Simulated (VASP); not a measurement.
Runs of VASP 6.6.1 on AlAs. The structure is cubic, space group F-43m (No. 216). The conventional cell has a = 5.676 Å, b = 5.676 Å, c = 5.676 Å, α = 90.00°, β = 90.00°, γ = 90.00°. Al (site symmetry -43m) is surrounded by 4 As at 2.46 Å. As (site symmetry -43m) is surrounded by 4 Al at 2.46 Å. The cell is a database's computed one.

```tsv
task	level	cell	k mesh	cutoff (eV)	mesh quality	gap on the mesh (eV)	pressure (GPa)	relaxed volume (Å³/atom)
relaxation of cell and atoms	PBEsol	relaxed	8 × 8 × 8	580	not flagged	1.34	0.0	22.93
relaxation of cell and atoms	PBEsol	relaxed	4 × 4 × 4	600	coarse	1.31	0.0	23.02
single point	PBEsol	as given	8 × 8 × 8	520	not flagged	1.33	(a)	-
relaxation of cell and atoms	PBE	relaxed	8 × 8 × 8	600	not flagged	(b)	0.0	23.55
relaxation of cell and atoms	PBEsol	relaxed	8 × 8 × 8	600	not flagged	1.34	0.0	22.93
```

Alike in all rows: potentials or basis VASP PAW PBE potentials, release 64 (Al, As); no spin polarisation; smearing gaussian 0.02 eV.

Problem. Estimate the missing entries.

Solution. (a) 0.2; (b) 1.50.

Caveats: some runs use coarse meshes; the PAW data sets were made with another functional, which shifts forces and pressure a little (some runs).

A k mesh can miss the band edges, and the runs leave out spin-orbit coupling on As.
